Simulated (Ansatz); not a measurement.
BP (F-43m), two-dimensional strain map

Method: DFT r2SCAN, scalar-relativistic, plane waves, PAW (Ansatz). Cutoff 500 eV, Γ-centred 10×10×10 k-points, Gaussian smearing of 0.05 eV. No spin polarisation. Energies are free energies at this smearing, counted from the undisturbed cell; pressure is positive in compression.

The undisturbed cell (as given, not relaxed at this level; it stands at -0.2 GPa):

```xyz
2
Lattice="0.0000 2.2690 2.2690 2.2690 0.0000 2.2690 2.2690 2.2690 0.0000" Properties=species:S:1:pos:R:3 pbc="T T T"
B     0.0000    0.0000    0.0000
P     3.4035    3.4035    3.4035
```

The cell is strained by p along both x and y and by q along z, fractional coordinates fixed. Points are written (p, q).

p was sampled at -0.080, -0.040, 0.000, 0.040, 0.080 and q at -0.080, -0.040, 0.000, 0.040, 0.080.

Task: Where on the computed points is the energy highest, and how high?

Result: At (-0.080, -0.080): 441.5 meV/atom.

Task: Away from (0, 0), which computed point is lowest?

Result: (0.000, 0.040): 20.9 meV/atom.

The map, in meV/atom:

```
 p \ q  -0.080  -0.040  0.000  0.040  0.080
-0.080   441.5   308.9  237.1  220.8  254.3
-0.040   194.1    97.7   54.0   58.6  107.0
 0.000    88.0    21.2    0.0   20.9   80.0
 0.040    93.1    50.7   47.5   80.9  147.6
 0.080   184.6   162.3  173.6  216.3  288.1
```